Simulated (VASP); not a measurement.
# RbBr (Fm-3m) in VASP: elastic constants with PBEsol

Aim: the elastic constants of RbBr with PBEsol.

Program: VASP 6.6.1. These are calculated values, not measurements. Logs are shortened: lines on timing, memory, paths and dates and some standing lists are left out, and cuts for length are marked.

## Step 1: The structure

Symmetry: Fm-3m, No. 225, cubic system. The conventional cell has a = 6.844 Å, b = 6.844 Å, c = 6.844 Å, α = 90.00°, β = 90.00°, γ = 90.00°. Rb (site symmetry m-3m) has 6 Br at 3.42 Å as nearest neighbours. Br (site symmetry m-3m) has 6 Rb at 3.42 Å as nearest neighbours.

## Step 2: Elastic constants, PBEsol

INCAR

```
SYSTEM = RbBr
PREC = Accurate ; ENCUT = 600
EDIFF = 1E-8 ; ISMEAR = 0
SIGMA = 0.01 ; LREAL = .FALSE.
LASPH = .TRUE. ; NELM = 100
ALGO = Normal ; ISIF = 3
LWAVE = .FALSE. ; LCHARG = .FALSE.
GGA = PS ; NBANDS = 15
IBRION = 6 ; NFREE = 2
POTIM = 0.015 ; NSW = 1
```

KPOINTS

```
Automatic mesh
0
G
  6 6 6
  0 0 0
```

POSCAR

```
RbBr
1.0
    0.0000000000      3.4222228535      3.4222228535
    3.4222228535      0.0000000000      3.4222228535
    3.4222228535      3.4222228535      0.0000000000
Rb Br
1 1
Direct
    0.0000000000      0.0000000000      0.0000000000
    0.5000000000      0.5000000000      0.5000000000
```

Potentials or basis: VASP PAW PBE potentials, release 64 (Rb_sv, Br).

The run is started by

```
$ cat potpaw_PBE.64/Rb_sv/POTCAR potpaw_PBE.64/Br/POTCAR > POTCAR
$ mpirun -np 1 vasp_std > vasp.out
```

OUTCAR:

```text
SYSTEM = RbBr
   PREC = Accurate
   ENCUT = 600
   EDIFF = 1E-8
   ISMEAR = 0
   LREAL = .FALSE.
   LASPH = .TRUE.
   NELM = 100
   ISIF = 3
   GGA = PS
   IBRION = 6
   NFREE = 2
   POTIM = 0.015
   NSW = 1

 ion  position               nearest neighbor table
   1  0.000  0.000  0.000-   2 3.42   2 3.42   2 3.42   2 3.42   2 3.42   2 3.42
   2  0.500  0.500  0.500-   1 3.42   1 3.42   1 3.42   1 3.42   1 3.42   1 3.42

  LATTYP: Found a face centered cubic cell.
 ALAT       =     6.8444457070

  Lattice vectors:

 A1 = (   0.0000000000,   3.4222228535,   3.4222228535)
 A2 = (   3.4222228535,   0.0000000000,   3.4222228535)
 A3 = (   3.4222228535,   3.4222228535,   0.0000000000)

Analysis of symmetry for initial positions (statically):
=====================================================================
 Subroutine PRICEL returns:
 Original cell was already a primitive cell.

 Routine SETGRP: Setting up the symmetry group for a
 face centered cubic supercell.

 Subroutine GETGRP returns: Found 48 space group operations
 (whereof 48 operations were pure point group operations)
 out of a pool of 48 trial point group operations.

The static configuration has the point symmetry O_h .

Analysis of symmetry for dynamics (positions and initial velocities):
=====================================================================
 Subroutine PRICEL returns:
 Original cell was already a primitive cell.

 Routine SETGRP: Setting up the symmetry group for a
 face centered cubic supercell.

 Subroutine GETGRP returns: Found 48 space group operations
 (whereof 48 operations were pure point group operations)
 out of a pool of 48 trial point group operations.

The dynamic configuration has the point symmetry O_h .

 Subroutine INISYM returns: Found 48 space group operations
 (whereof 48 operations are pure point group operations),
 and found     1 'primitive' translations

----------------------------------------------------------------------------------------

                                     Primitive cell

  volume of cell :      80.1595

  direct lattice vectors                    reciprocal lattice vectors
     0.000000000  3.422222854  3.422222854    -0.146103869  0.146103869  0.146103869
     3.422222854  0.000000000  3.422222854     0.146103869 -0.146103869  0.146103869
     3.422222854  3.422222854  0.000000000     0.146103869  0.146103869 -0.146103869

  length of vectors
     4.839753973  4.839753973  4.839753973     0.253059325  0.253059325  0.253059325

  position of ions in fractional coordinates (direct lattice)
     0.000000000  0.000000000  0.000000000
     0.500000000  0.500000000  0.500000000

  ion indices of the primitive-cell ions
   primitive index   ion index
                 1           1
                 2           2

----------------------------------------------------------------------------------------

 KPOINTS: Automatic mesh

Automatic generation of k-mesh.
 Grid dimensions read from file:
 generate k-points for:    6    6    6

 Generating k-lattice:

  Cartesian coordinates                     Fractional coordinates (reciprocal lattice)
    -0.024350645  0.024350645  0.024350645     0.166666667  0.000000000  0.000000000
     0.024350645 -0.024350645  0.024350645     0.000000000  0.166666667  0.000000000
     0.024350645  0.024350645 -0.024350645     0.000000000  0.000000000  0.166666667

  Length of vectors
     0.042176554  0.042176554  0.042176554
[... 103 lines left out ...]
  -------------------------------------------------------------------------------------
  Total        0.0188630      0.0188630      0.0188630      0.0000000      0.0000000     -0.0000000
  in kB        0.3770219      0.3770219      0.3770219      0.0000000      0.0000000     -0.0000000
  external PRESSURE =       0.3770219 kB  Pullay stress =       0.0000000 kB
[... 89 lines left out ...]
  FREE ENERGIE OF THE ION-ELECTRON SYSTEM (eV)
  ---------------------------------------------------
  free  energy   TOTEN  =        -6.3530629113 eV

  energy  without entropy=       -6.3530629113  energy(sigma->0) =       -6.35306291

[... ionic steps 4 to 14 ...]

--------------------------------------- Ionic step       15  -------------------------------------------

 number of electron      16.0000001 magnetization

------------------------ aborting loop because EDIFF is reached ----------------------------------------
[... 67 lines left out ...]
--------------------------------------- Ionic step       17  -------------------------------------------

 number of electron      16.0000000 magnetization

 Free energy of the ion-electron system (eV)
  ---------------------------------------------------
  ext. energy  EPLUGINS =         0.00000000
  ---------------------------------------------------
  free energy    TOTEN  =        -6.35526929 eV

  energy without entropy =       -6.35526929  energy(sigma->0) =       -6.35526929

 E-fermi :  -1.7805     XC(G=0):  -7.4227

 val. band max:       -1.8297239038   @ k =   0.0000   0.0000   0.0000
 cond. band min:       2.3915252993   @ k =   0.0000   0.0000   0.0000
 fundamental gap:      4.2212492031
 Fermi energy:        -1.7805306999

 k-point     1 :       0.0000    0.0000    0.0000
  band No.  band energies     occupation
      1     -26.1759      2.00000
      2     -14.0276      2.00000
      3     -10.2639      2.00000
      4     -10.2639      2.00000
      5     -10.2639      2.00000
      6      -1.8298      2.00000
      7      -1.8298      2.00000
      8      -1.8297      2.00000
      9       2.3915      0.00000
     10       5.3711      0.00000
     11       5.3712      0.00000
     12       5.3712      0.00000
     13       6.2654      0.00000
     14       6.2658      0.00000
[... 401 lines left out ...]
      2     -14.0185      2.00000
      3     -10.4002      2.00000
      4     -10.2989      2.00000
      5     -10.2723      2.00000
      6      -2.4942      2.00000
      7      -2.2073      2.00000
      8      -2.1517      2.00000
      9       4.8197      0.00000
     10       5.8167      0.00000
     11       6.5893      0.00000
     12       6.9209      0.00000
     13       7.6918      0.00000
     14       8.6576      0.00000
     15       9.7060      0.00000

 [... further k-points ...]

------------------------ aborting loop because EDIFF is reached ----------------------------------------

  FORCE on cell =-STRESS in cart. coord.  units (eV):
  Direction    XX          YY          ZZ          XY          YZ          ZX
  --------------------------------------------------------------------------------------
  -------------------------------------------------------------------------------------
  Total        0.0205775      0.0185039      0.0185039      0.0000000      0.0000000      0.0000000
  in kB        0.4112909      0.3698442      0.3698442      0.0000000      0.0000000      0.0000000
  external PRESSURE =       0.3836598 kB  Pullay stress =       0.0000000 kB
[... 17 lines left out ...]
  FREE ENERGIE OF THE ION-ELECTRON SYSTEM (eV)
  ---------------------------------------------------
  free  energy   TOTEN  =        -6.3552692935 eV

  energy  without entropy=       -6.3552692935  energy(sigma->0) =       -6.35526929

 INTERNAL STRAIN TENSORS FROM STRAINED CELLS
 ============================================

 INTERNAL STRAIN TENSOR FOR ION    1 for displacements in x,y,z  (eV/Angst):
          X           Y           Z          XY          YZ          ZX
  --------------------------------------------------------------------------------
  x     0.00000    -0.00000     0.00000    -0.00000     0.00000    -0.00000
  y    -0.00000     0.00000    -0.00000     0.00000     0.00000     0.00000
  z     0.00000    -0.00000     0.00000     0.00000    -0.00000     0.00000

 INTERNAL STRAIN TENSORS FROM DISPLACED ATOMS
 ============================================

 INTERNAL STRAIN TENSOR FOR ION    1 for displacements in x,y,z  (eV/Angst):
          X           Y           Z          XY          YZ          ZX
  --------------------------------------------------------------------------------
  x     0.00000     0.00000     0.00000     0.00000     0.00000     0.00000
  y     0.00000     0.00000     0.00000     0.00000     0.00000     0.00000
  z     0.00000     0.00000     0.00000     0.00000     0.00000     0.00000

 INTERNAL STRAIN TENSOR FOR ION    2 for displacements in x,y,z  (eV/Angst):
          X           Y           Z          XY          YZ          ZX
  --------------------------------------------------------------------------------
  x     0.00000     0.00000     0.00000     0.00000     0.00000     0.00000
  y     0.00000     0.00000     0.00000     0.00000     0.00000     0.00000
  z     0.00000     0.00000     0.00000     0.00000     0.00000     0.00000

 Eigenvectors and eigenvalues of the dynamical matrix
 ----------------------------------------------------

   1 f  =    2.580023 THz    16.210761 2PiTHz   86.060293 cm-1    10.670112 meV
             X         Y         Z           dx          dy          dz
      0.000000  0.000000  0.000000    -0.687575    0.096597   -0.003650
      3.422223  3.422223  3.422223     0.712642   -0.100119    0.003783
[... 21 lines left out ...]
   6 f/i=    0.002772 THz     0.017414 2PiTHz    0.092450 cm-1     0.011462 meV
             X         Y         Z           dx          dy          dz
      0.000000  0.000000  0.000000     0.109201    0.502990    0.502964
      3.422223  3.422223  3.422223     0.105360    0.485298    0.485272

--------------------------------------------------------------------------------------------------------

 ELASTIC MODULI CONTR FROM IONIC RELAXATION (kBar)
 Direction    XX          YY          ZZ          XY          YZ          ZX
 --------------------------------------------------------------------------------
 XX           0.0000      0.0000      0.0000      0.0000      0.0000      0.0000
 YY           0.0000      0.0000      0.0000      0.0000      0.0000      0.0000
 ZZ           0.0000      0.0000      0.0000      0.0000      0.0000      0.0000
 XY           0.0000      0.0000      0.0000      0.0000      0.0000      0.0000
 YZ           0.0000      0.0000      0.0000      0.0000      0.0000      0.0000
 ZX           0.0000      0.0000      0.0000      0.0000      0.0000      0.0000
 --------------------------------------------------------------------------------

 TOTAL ELASTIC MODULI (kBar)
 Direction    XX          YY          ZZ          XY          YZ          ZX
 --------------------------------------------------------------------------------
 XX         339.5511     41.4358     41.4358      0.0000      0.0000     -0.0000
 YY          41.4358    339.5511     41.4358      0.0000      0.0000     -0.0000
 ZZ          41.4358     41.4358    339.5511     -0.0000      0.0000     -0.0000
 XY           0.0000      0.0000     -0.0000     39.7407      0.0000     -0.0000
 YZ           0.0000      0.0000      0.0000      0.0000     39.7407      0.0000
 ZX          -0.0000     -0.0000     -0.0000     -0.0000      0.0000     39.7407
 --------------------------------------------------------------------------------
```

Wall time 7 min (1 thread of Intel Xeon Platinum 8488C (Sapphire Rapids), shared host); peak memory 0.35 GiB.

What came out:

```
Elastic constants C11, C12, C44                         : 34, 4, 4 GPa
Voigt bulk modulus                                      : 14 GPa
Highest phonon frequency at Γ, LO-TO splitting left out : 86 cm⁻¹
```

Phonon frequencies in cm⁻¹ (negative: imaginary):
```csv
q point,frequencies
"(0.000, 0.000, 0.000)",0 0 0 86 86 86
```

Elastic tensor in Voigt notation (GPa, in the Cartesian axes of the cell as first typed):
```
34  4  4  0  0  0
 4 34  4  0  0  0
 4  4 34  0  0  0
 0  0  0  4  0  0
 0  0  0  0  4  0
 0  0  0  0  0  4
```

Clamped-ion elastic tensor (GPa):
```
34  4  4  0  0  0
 4 34  4  0  0  0
 4  4 34  0  0  0
 0  0  0  4  0  0
 0  0  0  0  4  0
 0  0  0  0  0  4
```

Caveat: the PAW data sets were made with another functional, which shifts forces and pressure a little.
